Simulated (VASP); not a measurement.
# Ba2TiO4 (P4/mmm) in VASP: a series of runs

The runs below take Ba2TiO4 through single point, with PBEsol.

All numbers are computed with VASP 6.6.1; they aren't measurements. Logs are shortened: lines on timing, memory, paths and dates and some standing lists are left out, and cuts for length are marked.

### 1 Starting point

Symmetry: P4/mmm, No. 123, tetragonal system. Conventional cell: a = 3.982 Å, b = 3.982 Å, c = 8.788 Å, α = 90.00°, β = 90.00°, γ = 90.00°. Ba (site symmetry 4mm) is surrounded by 8 O at 2.81 to 2.82 Å. Ti (site symmetry 4/mmm) is surrounded by 6 O at 1.99 Å. O (site symmetry mmm) has 2 Ti at 1.99 Å as nearest neighbours. O (site symmetry 4mm) has 1 Ti at 1.99 Å as nearest neighbours.

The cell comes from a database or a generator and needn't be the stable form of this composition.

### 2 Single point, PBEsol

The input, INCAR:

```
SYSTEM = Ba2TiO4
ALGO = Normal
EDIFF = 1E-6
ENCUT = 500
GGA = PS
ISIF = 2
ISMEAR = 0
LASPH = .TRUE.
LCHARG = .FALSE.
LREAL = .FALSE.
LWAVE = .FALSE.
NELM = 80
PREC = Accurate
SIGMA = 0.02
```

The input, KPOINTS:

```
k-points
0
G
  7 7 3
  0 0 0
```

The input, POSCAR:

```
Ba2TiO4
3.9821
    0.999988197182      0.000000000000      0.000000000000
    0.000000000000      0.999988197182      0.000000000000
    0.000000000000      0.000000000000      2.206913688757
Ba Ti O
2 1 4
Direct
    0.0000000000      0.0000000000      0.2744290000
    0.0000000000      0.0000000000      0.7255710000
    0.5000000000      0.5000000000      0.5000000000
    0.5000000000      0.0000000000      0.5000000000
    0.5000000000      0.5000000000      0.2733830000
    0.5000000000      0.5000000000      0.7266170000
    0.0000000000      0.5000000000      0.5000000000
```

Potentials or basis: VASP PAW PBE potentials, release 64 (Ba_sv, Ti, O).

The run is started by

```
$ cat potpaw_PBE.64/Ba_sv/POTCAR potpaw_PBE.64/Ti/POTCAR potpaw_PBE.64/O/POTCAR > POTCAR
$ mpirun -np 1 vasp_std > vasp.out
```

OUTCAR:

```text
SYSTEM = Ba2TiO4
   EDIFF = 1E-6
   ENCUT = 500
   GGA = PS
   ISIF = 2
   ISMEAR = 0
   LASPH = .TRUE.
   LREAL = .FALSE.
   NELM = 80
   PREC = Accurate

 ion  position               nearest neighbor table
   1  0.000  0.000  0.274-   4 2.81   7 2.81   7 2.81   4 2.81   5 2.82   5 2.82   5 2.82   5 2.82
                             3 3.44   3 3.44   3 3.44   3 3.44   2 3.96
   2  0.000  0.000  0.726-   4 2.81   7 2.81   7 2.81   4 2.81   6 2.82   6 2.82   6 2.82   6 2.82
                             3 3.44   3 3.44   3 3.44   3 3.44   1 3.96
   3  0.500  0.500  0.500-   4 1.99   7 1.99   4 1.99   7 1.99   6 1.99   5 1.99   1 3.44   2 3.44
                             1 3.44   1 3.44   2 3.44   2 3.44   1 3.44   2 3.44
   4  0.500  0.000  0.500-   3 1.99   3 1.99   1 2.81   2 2.81   1 2.81   2 2.81
   5  0.500  0.500  0.273-   3 1.99   1 2.82   1 2.82   1 2.82   1 2.82
   6  0.500  0.500  0.727-   3 1.99   2 2.82   2 2.82   2 2.82   2 2.82
   7  0.000  0.500  0.500-   3 1.99   3 1.99   1 2.81   1 2.81   2 2.81   2 2.81

  LATTYP: Found a simple tetragonal cell.
 ALAT       =     3.9820530000
 C/A-ratio  =     2.2069397369

  Lattice vectors:

 A1 = (   3.9820530000,   0.0000000000,   0.0000000000)
 A2 = (   0.0000000000,   3.9820530000,   0.0000000000)
 A3 = (   0.0000000000,   0.0000000000,   8.7881510000)

Analysis of symmetry for initial positions (statically):
=====================================================================
 Subroutine PRICEL returns:
 Original cell was already a primitive cell.

 Routine SETGRP: Setting up the symmetry group for a
 simple tetragonal supercell.

 Subroutine GETGRP returns: Found 16 space group operations
 (whereof 16 operations were pure point group operations)
 out of a pool of 16 trial point group operations.

The static configuration has the point symmetry D_4h.

Analysis of symmetry for dynamics (positions and initial velocities):
=====================================================================
 Subroutine PRICEL returns:
 Original cell was already a primitive cell.

 Routine SETGRP: Setting up the symmetry group for a
 simple tetragonal supercell.

 Subroutine GETGRP returns: Found 16 space group operations
 (whereof 16 operations were pure point group operations)
 out of a pool of 16 trial point group operations.

The dynamic configuration has the point symmetry D_4h.

 Subroutine INISYM returns: Found 16 space group operations
 (whereof 16 operations are pure point group operations),
 and found     1 'primitive' translations

----------------------------------------------------------------------------------------

                                     Primitive cell

  volume of cell :     139.3515

  direct lattice vectors                    reciprocal lattice vectors
     3.982053000  0.000000000  0.000000000     0.251126743  0.000000000  0.000000000
     0.000000000  3.982053000  0.000000000     0.000000000  0.251126743  0.000000000
     0.000000000  0.000000000  8.788151000     0.000000000  0.000000000  0.113789579

  length of vectors
     3.982053000  3.982053000  8.788151000     0.251126743  0.251126743  0.113789579

  position of ions in fractional coordinates (direct lattice)
     0.000000000  0.000000000  0.274429000
     0.000000000  0.000000000  0.725571000
     0.500000000  0.500000000  0.500000000
     0.500000000  0.000000000  0.500000000
     0.500000000  0.500000000  0.273383000
     0.500000000  0.500000000  0.726617000
     0.000000000  0.500000000  0.500000000

  ion indices of the primitive-cell ions
   primitive index   ion index
                 1           1
                 2           2
                 3           3
                 4           4
                 5           5
                 6           6
                 7           7

----------------------------------------------------------------------------------------

 KPOINTS: k-points

Automatic generation of k-mesh.
 Grid dimensions read from file:
 generate k-points for:    7    7    3

 Generating k-lattice:

  Cartesian coordinates                     Fractional coordinates (reciprocal lattice)
     0.035875249  0.000000000  0.000000000     0.142857143  0.000000000  0.000000000
     0.000000000  0.035875249  0.000000000     0.000000000  0.142857143  0.000000000
     0.000000000  0.000000000  0.037929860     0.000000000  0.000000000  0.333333333

  Length of vectors
     0.035875249  0.035875249  0.037929860

  Shift w.r.t. Gamma in fractional coordinates (k-lattice)
     0.000000000  0.000000000  0.000000000

 Subroutine IBZKPT returns following result:
 ===========================================

 Found     20 irreducible k-points:

 Following reciprocal coordinates:
            Coordinates               Weight
  0.000000  0.000000  0.000000      1.000000
  0.142857  0.000000  0.000000      4.000000
  0.285714  0.000000  0.000000      4.000000
  0.428571  0.000000  0.000000      4.000000
  0.142857  0.142857  0.000000      4.000000
  0.285714  0.142857  0.000000      8.000000
[... 12 lines left out ...]
  0.428571  0.285714  0.333333     16.000000
  0.428571  0.428571  0.333333      8.000000
   k-points           NKPTS =     20   k-points in BZ     NKDIM =     20   number of bands    NBANDS=     28
   number of dos      NEDOS =    301   number of ions     NIONS =      7
   total plane-waves  NPLWV =  57600
   dimension x,y,z NGX =    30 NGY =   30 NGZ =   64
   dimension x,y,z NGXF=    60 NGYF=   60 NGZF=  128
   ions per type =               2   1   4
   NGX,Y,Z   is equivalent  to a cutoff of  12.52, 12.52, 12.11 a.u.
   NGXF,Y,Z  is equivalent  to a cutoff of  25.05, 25.05, 24.21 a.u.
 SYSTEM =  Ba2TiO4
   PREC   = accura    normal or accurate (medium, high low for compatibility)
   ISTART =      0    job   : 0-new  1-cont  2-samecut
   ICHARG =      2    charge: 1-file 2-atom 10-const
   ISPIN  =      1    spin polarized calculation?
   LNONCOLLINEAR =      F non collinear calculations
   LSORBIT =      F    spin-orbit coupling
   LASPH  =      T    aspherical Exc in radial PAW
   ENCUT  =  500.0 eV  36.75 Ry    6.06 a.u.   7.26  7.26 16.02*2*pi/ulx,y,z
   NELM   =     80;   NELMIN=  2; NELMDL= -5     # of ELM steps
   EDIFF  = 0.1E-05   stopping-criterion for ELM
   LREAL  =      F    real-space projection
[... 7 lines left out ...]
   TEBEG  =    0.0;   TEEND  =   0.0 temperature during run
   PSTRESS=    0.0 pullay stress
   NELECT =      48.0000    total number of electrons
   NUPDOWN=      -1.0000    fix difference up-down
   EMIN   =  10.00;   EMAX   =-10.00  energy-range for DOS
   EFERMI =   0.00;   METHOD = LEGACY
   ISMEAR =     0;   SIGMA  =   0.02  broadening in eV -4-tet -1-fermi 0-gaus
   EFERMI_NEDOS =   21; number of points for ismear=-14 and -15
   IALGO  =     38    algorithm
   IMIX   =      4    mixing-type and parameters
     AMIX     =   0.40;   BMIX     =  1.00
     AMIX_MAG =   1.60;   BMIX_MAG =  1.00
  volume/ion in A,a.u.               =      19.91       134.34
  Fermi-wavevector in a.u.,A,eV,Ry     =   1.147585  2.168620 17.918199  1.316950
  Thomas-Fermi vector in A             =   2.284264
   LORBIT       =      0    0 simple, 1 ext, 2 COOP (PROOUT), +10 PAW based schemes
   GGA     = PS    functional components
   LHFCALC =     F    Hartree Fock is set to
   AEXX    =    0.0000 exact exchange contribution
   IVDW    =     0    specifies the selected vdW correction
   LEPSILON=     F    determine dielectric tensor
   LRPA    =     F    only Hartree local field effects (RPA)
 non-spin polarized calculation
 Gauss-broadening in eV      SIGMA  =   0.02
  energy-cutoff  :      500.00
  volume of cell :      139.35
 maximum number of plane-waves:      3552
 NGX is ok and might be reduce to    30
   NGX = 15   NGY = 15   NGZ = 33

 number of electron      47.9999990 magnetization

 Free energy of the ion-electron system (eV)
  ---------------------------------------------------
  ext. energy  EPLUGINS =         0.00000000
  ---------------------------------------------------
  free energy    TOTEN  =       -53.51568962 eV

  energy without entropy =      -53.51568962  energy(sigma->0) =      -53.51568962

 E-fermi :   1.0186     XC(G=0):  -8.9261

 val. band max:        0.8742977538   @ k =   0.2857   0.0000   0.0000
 cond. band min:       2.6172303579   @ k =   0.0000   0.0000   0.0000
 fundamental gap:      1.7429326041
 Fermi energy:         1.0185976636

 k-point     1 :       0.0000    0.0000    0.0000
  band No.  band energies     occupation
      1     -24.9356      2.00000
      2     -24.8767      2.00000
      3     -16.2915      2.00000
      4     -15.4411      2.00000
      5     -14.4296      2.00000
      6     -14.1994      2.00000
[... 20 lines left out ...]
     27       3.7610      0.00000
     28       3.7610      0.00000

 k-point     2 :       0.1429    0.0000    0.0000
  band No.  band energies     occupation
      1     -24.9192      2.00000
      2     -24.8630      2.00000
      3     -16.2304      2.00000
      4     -15.4421      2.00000
      5     -14.4815      2.00000
      6     -14.2669      2.00000
[... 20 lines left out ...]
     27       3.7742      0.00000
     28       3.7865      0.00000

 k-point     3 :       0.2857    0.0000    0.0000
  band No.  band energies     occupation
      1     -24.8818      2.00000
      2     -24.8316      2.00000
      3     -16.1058      2.00000
      4     -15.4405      2.00000
      5     -14.5757      2.00000
      6     -14.4179      2.00000
[... 492 lines left out ...]
      3     -15.7097      2.00000
      4     -15.4303      2.00000
      5     -14.5664      2.00000
      6     -14.3843      2.00000
[... 20 lines left out ...]
     27       4.5897      0.00000
     28       4.8884      0.00000

 k-point    20 :       0.4286    0.4286    0.3333
  band No.  band energies     occupation
      1     -24.7827      2.00000
      2     -24.7487      2.00000
      3     -15.5025      2.00000
      4     -15.4384      2.00000
      5     -14.5498      2.00000
      6     -14.2887      2.00000
[... 20 lines left out ...]
     27       4.7425      0.00000
     28       5.2349      0.00000

------------------------ aborting loop because EDIFF is reached ----------------------------------------

  FORCE on cell =-STRESS in cart. coord.  units (eV):
  Direction    XX          YY          ZZ          XY          YZ          ZX
  --------------------------------------------------------------------------------------
  -------------------------------------------------------------------------------------
  Total       -3.0306310     -3.0306310     -2.1439909      0.0000000      0.0000000      0.0000000
  in kB      -34.8443254    -34.8443254    -24.6502849      0.0000000      0.0000000      0.0000000
  external PRESSURE =     -31.4463119 kB  Pullay stress =       0.0000000 kB

 VOLUME and BASIS-vectors are now :
 -----------------------------------------------------------------------------
  energy-cutoff  :      500.00
  volume of cell :      139.35
      direct lattice vectors                 reciprocal lattice vectors
     3.982053000  0.000000000  0.000000000     0.251126743  0.000000000  0.000000000
     0.000000000  3.982053000  0.000000000     0.000000000  0.251126743  0.000000000
     0.000000000  0.000000000  8.788151000     0.000000000  0.000000000  0.113789579

 POSITION                                       TOTAL-FORCE (eV/Angst)
 -----------------------------------------------------------------------------------
      0.00000      0.00000      2.41172         0.000000      0.000000      0.449434
      0.00000      0.00000      6.37643         0.000000      0.000000     -0.449434
      1.99103      1.99103      4.39408         0.000000      0.000000      0.000000
      1.99103      0.00000      4.39408         0.000000      0.000000      0.000000
      1.99103      1.99103      2.40253         0.000000     -0.000000      0.205564
      1.99103      1.99103      6.38562        -0.000000      0.000000     -0.205564
      0.00000      1.99103      4.39408         0.000000      0.000000      0.000000
 -----------------------------------------------------------------------------------
    total drift:                                0.000000      0.000000      0.000000

  FREE ENERGIE OF THE ION-ELECTRON SYSTEM (eV)
  ---------------------------------------------------
  free  energy   TOTEN  =       -53.5156896250 eV

  energy  without entropy=      -53.5156896250  energy(sigma->0) =      -53.51568962
```

Wall time 96 s (1 thread of AMD EPYC 7R43 (Zen 3), shared host); peak memory 0.23 GiB.

What came out:

- Free energy: -53.5157 eV
- Pressure: -3.1 GPa
- Largest force: 0.449 eV/Å
- Band gap on the k mesh: 1.74 eV, indirect (least direct gap 1.79 eV)

Forces on the atoms (eV/Å):
```
Ba   0.000  0.000  0.449
Ba   0.000  0.000 -0.449
Ti   0.000  0.000  0.000
O    0.000  0.000  0.000
O    0.000  0.000  0.206
O    0.000  0.000 -0.206
O    0.000  0.000  0.000
```

Caveat: the PAW data sets were made with another functional, which shifts forces and pressure a little; spin-orbit coupling is left out, which moves the levels of the heavy elements; an odd mesh through Γ misses points on the zone boundary, where band edges often lie.

### 3 Single point, PBEsol

The input, run.py:

```python
from ase.calculators.vasp import Vasp
from ase.dft.bandgap import bandgap
from ase.io import read

atoms = read('Ba2TiO4.cif', primitive_cell=True, subtrans_included=False)
calc = Vasp(
    directory='calc',
    xc='pbesol',
    pp='PBE',
    setups='minimal',
    prec='Accurate',
    encut=500,
    ediff=1e-07,
    ismear=0,
    sigma=0.02,
    lreal=False,
    lasph=True,
    nelm=60,
    algo='Normal',
    isif=2,
    lwave=False,
    lcharg=False,
    kpts=[7, 7, 3],
    gamma=True,
)
atoms.calc = calc

print('energy (eV):', atoms.get_potential_energy())
print('free energy (eV):', atoms.get_potential_energy(force_consistent=True))
print('forces (eV/A):')
print(atoms.get_forces())
print('stress (eV/A^3, Voigt):', atoms.get_stress())
print('Fermi level (eV):', calc.get_fermi_level())
gap, top, bottom = bandgap(calc)
print('band gap (eV):', gap, 'from (spin, k, band)', top, 'to', bottom)
```

The input, Ba2TiO4.cif:

```cif
data_Ba2TiO4
_cell_length_a 3.98205300
_cell_length_b 3.98205300
_cell_length_c 8.78815100
_cell_angle_alpha 90.00000000
_cell_angle_beta 90.00000000
_cell_angle_gamma 90.00000000
_space_group_name_H-M_alt 'P4/mmm'
_space_group_name_Hall '-P 4 2'
_space_group_IT_number 123
loop_
_space_group_symop_operation_xyz
'x,y,z'
'-x,-y,-z'
'-y,x,z'
'y,-x,-z'
'-x,-y,z'
'x,y,-z'
'y,-x,z'
'-y,x,-z'
'x,-y,-z'
'-x,y,z'
'-y,-x,-z'
'y,x,z'
'-x,y,-z'
'x,-y,z'
'y,x,-z'
'-y,-x,z'
loop_
_atom_site_label
_atom_site_type_symbol
_atom_site_symmetry_multiplicity
_atom_site_Wyckoff_symbol
_atom_site_fract_x
_atom_site_fract_y
_atom_site_fract_z
_atom_site_occupancy
Ba1 Ba 2 g 0.0000000000 0.0000000000 0.2744290000 1
Ti1 Ti 1 d 0.5000000000 0.5000000000 0.5000000000 1
O1 O 2 e 0.5000000000 0.0000000000 0.5000000000 1
O2 O 2 h 0.5000000000 0.5000000000 0.2733830000 1
```

Potentials or basis: VASP PAW PBE potentials, release 64 (Ba_sv, Ti, O).

The run is started by

```
$ python run.py
```

The log of the run:

```text
energy (eV): -53.51568963
free energy (eV): -53.51568963
forces (eV/A):
[[ 0.         -0.          0.44926316]
 [-0.          0.         -0.44926316]
 [ 0.          0.          0.        ]
 [ 0.          0.          0.        ]
 [ 0.          0.          0.        ]
 [-0.          0.          0.20562   ]
 [ 0.         -0.         -0.20562   ]]
stress (eV/A^3, Voigt): [ 0.0217649  0.0217649  0.0154033 -0.        -0.        -0.       ]
Fermi level (eV): 1.01865417
band gap (eV): 1.7427000000000001 from (spin, k, band) (0, np.int64(2), np.int64(23)) to (0, np.int64(0), np.int64(24))
```

OUTCAR:

```text
ENCUT = 500.000000
   EDIFF = 1.00e-07
   GGA = PS
   PREC = Accurate
   ISIF = 2
   ISMEAR = 0
   NELM = 60
[... 858 lines left out ...]
      0.00000      1.99103      4.39408         0.000000      0.000000      0.000000
      1.99103      1.99103      2.40253        -0.000000      0.000000      0.205620
      1.99103      1.99103      6.38562         0.000000     -0.000000     -0.205620
 -----------------------------------------------------------------------------------
    total drift:                                0.000000      0.000000      0.000000

  FREE ENERGIE OF THE ION-ELECTRON SYSTEM (eV)
  ---------------------------------------------------
  free  energy   TOTEN  =       -53.5156896341 eV

  energy  without entropy=      -53.5156896341  energy(sigma->0) =      -53.51568963
```

INCAR:

```text
ENCUT = 500.000000
SIGMA = 0.020000
EDIFF = 1.00e-07
ALGO = Normal
GGA = PS
PREC = Accurate
ISIF = 2
ISMEAR = 0
NELM = 60
LASPH = .TRUE.
LCHARG = .FALSE.
LWAVE = .FALSE.
LREAL = .FALSE.
```

Wall time 2.2 min (1 thread of AMD EPYC 7R43 (Zen 3), shared host); peak memory 0.23 GiB.

What came out:

```
Free energy            : -53.5157 eV
Pressure               : -3.1 GPa
Largest force          : 0.449 eV/Å
Band gap on the k mesh : 1.74 eV, indirect (least direct gap 1.79 eV)
```

Forces on the atoms (eV/Å):
```
Ba   0.000  0.000  0.449
Ba   0.000  0.000 -0.449
Ti   0.000  0.000  0.000
O    0.000  0.000  0.000
O    0.000  0.000  0.000
O    0.000  0.000  0.206
O    0.000  0.000 -0.206
```

Stress tensor (GPa, compression positive):
```
-3.49  0.00  0.00
 0.00 -3.49  0.00
 0.00  0.00 -2.47
```

Caveat: the PAW data sets were made with another functional, which shifts forces and pressure a little; spin-orbit coupling is left out, which moves the levels of the heavy elements; an odd mesh through Γ misses points on the zone boundary, where band edges often lie.
